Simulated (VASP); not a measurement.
**H21ClO10: single point with r2SCAN+D3(BJ)**

The system is H21ClO10.

```
CELL_PARAMETERS angstrom
7.05400 0.00000 0.00000
0.00000 7.05400 0.00000
0.00000 0.00000 7.05400
ATOMIC_POSITIONS crystal
O 0.86127 0.66551 0.16524
O 0.40808 0.65037 0.52132
O 0.88886 0.45980 0.65191
O 0.55042 0.44036 0.24841
O 0.71324 0.81028 0.74767
O 0.36274 0.02831 0.49270
O 0.71700 0.07913 0.01754
O 0.07730 0.20954 0.88107
O 0.13645 0.70444 0.86430
O 0.52465 0.25102 0.75339
H 0.86606 0.76076 0.26107
H 0.97135 0.68263 0.09395
H 0.38937 0.55498 0.62428
H 0.46274 0.57024 0.41671
H 0.92394 0.38572 0.53433
H 0.95876 0.39338 0.75400
H 0.65370 0.51975 0.20075
H 0.61082 0.33078 0.30155
H 0.75232 0.68109 0.71518
H 0.61608 0.81841 0.65782
H 0.22669 0.01892 0.47616
H 0.40685 0.89712 0.48181
H 0.73744 0.95295 0.95641
H 0.63031 0.15785 0.92701
H 0.16894 0.19824 0.98343
H 0.98419 0.11269 0.91107
H 0.21154 0.80739 0.81469
H 0.06854 0.67216 0.75137
H 0.46715 0.16731 0.65336
H 0.62572 0.32125 0.68677
H 0.77237 0.10604 0.15522
Cl 0.90217 0.11452 0.39475
```

The cell was built by a generator and needn't be a form met in nature.

```json
{"Program": "VASP 6.6.1", "Task": "single point", "Functional": "r2SCAN", "Dispersion": "D3(BJ)", "Potentials or basis": "VASP PAW PBE potentials, release 64 (O, H, Cl)", "Cutoff": "520 eV", "k mesh": "1 × 1 × 1", "Occupations": "fermi-dirac, width 0.02 eV", "Spin": "no spin polarisation"}
```

```yaml
Pressure: -1.2 GPa
Largest_force: 2.333 eV/Å
Band_gap_on_the_k_mesh: 5.02 eV, direct
Dispersion_energy_per_atom: -0.018 eV
```

Forces on the atoms (eV/Å):
```
O   -1.832 -0.408  0.823
O    0.209 -1.405  0.732
O    0.375 -0.548 -0.575
O   -0.191  0.356 -0.252
O    1.204 -0.616  0.968
O    0.186 -0.177 -0.011
O   -0.005 -0.347 -0.032
O    0.222 -0.482  0.394
O    0.406  0.506  0.136
O    0.595  0.047 -0.370
H    0.038  0.521  0.664
H    1.805  0.053 -1.477
H    0.035  1.119 -0.760
H   -0.269  0.247  0.095
H   -0.446  0.616  1.135
H   -0.157 -0.004 -0.357
H    0.226 -0.087 -0.079
H    0.274 -0.392  0.272
H    0.646  0.014  0.566
H   -1.655  0.676 -1.077
H   -0.069  0.305  0.001
H   -0.307  0.079  0.109
H   -0.249 -0.043  0.109
H    0.046  0.252  0.029
H   -0.124  0.385 -0.265
H    0.135  0.312 -0.210
H    0.335  0.235  0.385
H   -0.725 -0.657 -0.461
H   -0.053  0.068  0.431
H   -0.128 -0.262  0.446
H   -0.176 -0.206 -0.520
Cl  -0.353 -0.158 -0.848
```

Stress tensor (GPa, compression positive):
```
 0.23 -0.02 -0.51
-0.02 -1.33  0.06
-0.51  0.06 -2.54
```

Levels at points of the mesh, in eV from the valence-band top:
```tsv
k point	band 42	band 43	band 44	band 45	band 46	band 47
(0.00, 0.00, 0.00)	-0.54	-0.21	0.00	5.02	7.78	8.14
```

Wall time 2.2 min on 1 thread of Intel(R) Xeon(R) Platinum 8488C (Sapphire Rapids), on a shared host, peak memory 0.42 GiB.

Caveat: the PAW data sets were made with another functional, which shifts forces and pressure a little. r2SCAN opens gaps a little over a GGA but as a rule still falls short of measured ones.
